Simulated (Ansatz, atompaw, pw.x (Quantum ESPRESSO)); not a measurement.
Tb: one change to the PAW (atompaw) potential, in the atom and in the sc crystal

atompaw 4.2.0.5 input, output lines left out:

```
Tb 65
GGA-PBE scalarrelativistic loggrid 2001 logderivrange -5 5 251
6 6 5 4 0 0
6 1 0
5 2 0
4 3 9
0 0 0
c
c
c
c
v
v
c
c
c
v
v
c
c
v
v
3
3.00 2.70 2.00 1.95
n
n
y
0.45
n
y
1.15
n
bloechl besselshape
bessel
```

Change: local potential bessel scheme, radius 1.30 bohr.

Cutoffs, loose and tight: the cutoffs (Ry, on a coarse ladder) from which the occupation-weighted sum of valence levels, in a spherical-Bessel basis at the reference potential, stays within 10 and 1 mRy of its value at 400 Ry. They see the waves and projectors alone, not the compensation charge or the core.

Crystal test: sc Tb in pw.x 7.5, no spin, 10³ k-points, Fermi–Dirac smearing 0.01 Ry, cutoffs set for each file from its atomic test. The reference is all-electron LAPW (Ansatz 0.2.0) with the same functional, mesh and smearing; V0 and B0 come from Birch–Murnaghan fits to the pressures at five volumes. Errors are pseudo minus all-electron; Δ is the rms difference of the E(V) curves that follow from these fits, minima aligned, over ±6 % about the mean V0. Mesh and smearing are coarse, so the numbers serve the comparison and aren't converged zero-temperature values; the lattice is a test structure that the element need not adopt. Spin polarisation and strong correlation are left out, which matters for this element.

All-electron: a0 = 3.206 Å (V0 = 32.94 Å³/atom), B0 = 10.9 GPa.

Problem. Does the change bring the crystal closer to the all-electron result?

Solution. The mean pressure error goes from +0.75 to +0.20 GPa, so the change moves the solid closer to the all-electron pressures.

```tsv
quantity	base	changed
outcome (atom)	generated	generated
cutoff, loose (atom)	25 Ry	45 Ry
cutoff, tight (atom)	35 Ry	55 Ry
bound ghosts (atom)	none	none
cutoffs in pw.x (Ry)	45/450	70/700
a0 (Å)	–	3.225
a0 error (%)	–	+0.61
B0 error (%)	–	-1.4
Δ (meV/atom)	–	1.4
mean pressure error (GPa)	+0.75	+0.20
```

A dash: not determined, or the minimum lies outside the volumes sampled.

Base: This is a poor potential for the solid. Changed file: This is a poor potential for the solid. The logarithmic derivative shows an extra or strongly shifted pseudo pole above the reference energy (d near 1.40 Ry). The atomic cutoffs weigh occupied waves only.
